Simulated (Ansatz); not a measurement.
BeTe built on the zincblende prototype was put through Ansatz (plane waves). The cell was relaxed with r2SCAN and then strained, so it isn't that functional's minimum.

The cell:
```
CELL_PARAMETERS angstrom
0.00000 2.82862 2.82862
2.82862 0.00000 2.82862
2.82862 2.82862 0.00000
ATOMIC_POSITIONS crystal
Be 0.00000 0.00000 0.00000
Te 0.25000 0.25000 0.25000
```

The output, standing remarks left out:
```
scf.n_extra_bands = 4 over 9 filled bands (N_el = 18.0): the run solves 13 bands
Crystal: 2 atoms, lattice volume = 45.264 Å³
Basis set: ecut = 420 eV, 893 PW (Γ)
Symmetry: 24 space group operations
Space group: F-43m (ITA 216)
k-points: 16 of 216 (time reversal used)
Exchange kernel: α = 0.2500, screened, ω = 0.2079 Å⁻¹, Wigner–Seitz truncation, v(0) = 1046.6341 eV·Å³, q-mesh 6×6×6
preconditioner: auto → none  [insulator: Δε(μ)=2.675 eV  ℏωp=15.6 eV]
hybrid outer 1: dexx = +2.449e-3 eV, tail = 4.96e-5 eV
hybrid outer 2: dexx = +7.169e-7 eV, tail = 1.25e-8 eV, Δε = 2.76e-3 eV
Free energy (F): -7078.179674 eV
Fermi energy:    6.778838 eV
--- Per-component energies (eV) ---
  E_band       = -305.429211
  E_kinetic    = 199.195111
  E_local      = -1379.206628
  E_nonlocal   = -306.725770
  E_hartree    = 862.087430
  E_xc         = -115.962372
  E_vxc        = -100.279074
  E_exx        = -47.925859
  E_paw        = -4707.026416
  E_vpaw       = -346.736874
  E_ewald      = -1582.425709
  E_core_change = -0.189276
--- Forces (eV/Å), atoms counted from 1 ---
  atom   1  Be      0.00000      0.00000      0.00000
  atom   2  Te      0.00000      0.00000      0.00000
--- Stress (GPa, compression-positive) ---
       -0.824441       0.000000       0.000000
        0.000000      -0.824441       0.000000
        0.000000       0.000000      -0.824441
  P = ⅓ Tr σ = -0.8244 GPa (-8.244 kbar)
--- Band table (eV; the first three rows and the last of 16) ---
  k-point 0: bands = […, -31.7305, -31.7305, -6.6141, 6.7788, 6.7788, 6.7788, 11.2612, 11.2612, 11.2612, 11.4595]
  k-point 1: bands = […, -31.7304, -31.7304, -6.3284, 4.6834, 6.3899, 6.3899, 11.0845, 11.8283, 11.8283, 13.4953]
  k-point 2: bands = […, -31.7299, -31.7299, -5.6115, 1.9803, 5.8127, 5.8127, 10.7671, 12.3045, 12.3045, 15.5897]
  k-point 15: bands = […, -31.7315, -31.7284, -4.5442, 1.5658, 3.1715, 3.5168, 11.2934, 11.8862, 15.1786, 15.4905]
```

The file bands.tsv (bands near the Fermi energy, numbered from 0, rounded):
```tsv
# k_distance	band_4	band_5	band_6	band_7	band_8	band_9	band_10	band_11	band_12
# fermi_ev = 6.778838
# [0, 0, 0] at k_distance = 0.000000
# [-0.5, -0.5, 0] at k_distance = 1.110644
# [-0.375, -0.375, 0.25] at k_distance = 1.503315
# [-0.375, 0, 0.375] at k_distance = 2.183443
# [0, 0, 0.5] at k_distance = 2.863570
# [-0.5, -0.25, 0.25] at k_distance = 3.648914
# [0, 0.5, 0.5] at k_distance = 4.890651
# levels_relative_to = fermi_ev
0.000	-38.509	-13.393	0.000	0.000	0.000	4.482	4.482	4.482	4.681
1.111	-38.507	-11.351	-5.575	-2.820	-2.820	2.695	3.392	11.008	11.008
1.503	-38.507	-11.377	-5.191	-4.127	-2.373	3.455	6.168	9.040	9.334
2.183	-38.507	-11.377	-5.191	-4.127	-2.373	3.455	6.168	9.040	9.334
2.864	-38.508	-11.901	-6.006	-1.198	-1.198	3.865	5.487	5.487	8.810
3.649	-38.508	-11.314	-5.009	-3.932	-3.388	6.081	6.485	6.599	7.154
4.891	-38.507	-11.351	-5.575	-2.820	-2.820	2.695	3.392	11.008	11.008
```
In order the rows are Γ, X, U, K, L, W, X.

Task: Which of these blocks stood in the input: relax, gw, phonons, dielectric, magnetization (spin_orbit)?

Result: None of them. A single point prints forces and stress when the output block asks for them.

Task: Which k mesh was typed?

Result: 6×6×6, Γ-centred.

Task: How were the bands filled?

Result: Fixed occupations.

Task: Which functional?

Result: HSE06. The exchange loop and the term E_exx show exact exchange. Close relatives of this functional can't be ruled out from these lines alone.

It took 29 s on 1 × NVIDIA H100 80GB HBM3 with 2 threads of AMD EPYC 7R13 Processor (Zen 3) (shared host), load about 0.7 per core; peak host memory 2.1 GiB.

(Simulation; spin polarisation is off.)

No spin-orbit coupling is included; it can move band edges with weight on the heavy atoms by tenths of an eV.

The stress of a hybrid is loosely converged in these runs.
